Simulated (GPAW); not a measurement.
Crystal: MgS.

```xyz
2
Lattice="0.0000 2.8331 2.8331 2.8331 0.0000 2.8331 2.8331 2.8331 0.0000" Properties=species:S:1:pos:R:3 pbc="T T T"
S     1.4166    1.4166    1.4166
Mg    0.0000    0.0000    0.0000
```

The cell comes from a database or a generator and needn't be the stable form of this composition.

Base run:

* Program: GPAW 26.7.0
* Functional: PBEsol
* Potentials or basis: PAW data sets generated in the run's folder for this functional
* Cutoff: 800 eV
* Basis: pw
* k mesh: 8 × 8 × 8
* Occupations: fermi-dirac, width 0.05 eV
* Spin: no spin polarisation

Its results: band gap on the k mesh 3.28 eV, direct.

Q: The run is repeated on the same cell with these changes: functional from PBEsol to TB-mBJ; potentials or basis from PAW data sets generated in the run's folder for this functional to GPAW PAW data sets for LDA (gpaw-data 1.2.1). What comes out?

A: Band gap on the k mesh 5.04 eV, direct.

Caveats: a model potential gives levels but no total energy (some runs).
